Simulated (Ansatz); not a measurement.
A 2-atom cell of AlN (F-43m) from a materials database, relaxed with r2SCAN: it is cubic, F-43m (No. 216); a = 4.370 Å in the conventional setting, 10.43 Å³ an atom. Al has 4 N at 1.89 Å; N has 4 Al at 1.89 Å. One-shot G0W0@PBE in the PAW code Ansatz on an 8×8×8 mesh (contour deformation, no spin-orbit coupling), from a PBE gap of 3.325 eV over the mesh points (the G0W0 gap is indirect on the mesh); the number N of bands summed and the screening cutoff rise together. (Simulation; spin polarisation is off.)

| N | cutoff (eV) | 1000/N | G0W0 gap (eV) |
| --- | --- | --- | --- |
| 66 | 120 | 15.152 | 4.583 |
| 158 | 220 | 6.329 | 4.809 |

Problem. Lay a straight line in 1000/N through these rows.

Solution. The slope is -0.0256 eV per unit of 1000/N and the intercept 4.971 eV.

Problem. Predict the gap at N = 287 (300 eV).

Solution. 4.971 + (-0.0256) × 3.484 = 4.882 eV; the run gives 4.882 eV, 0.000 eV from the line.

Problem. With that run's result added, what limit do the last two rows suggest?

Solution. Their slope is (4.882 − 4.809)/(3.484 − 6.329) = -0.0257, which meets 1/N = 0 at 4.97 eV, against 4.971 eV from the first line. The two lines nearly agree; the k mesh isn't extrapolated.
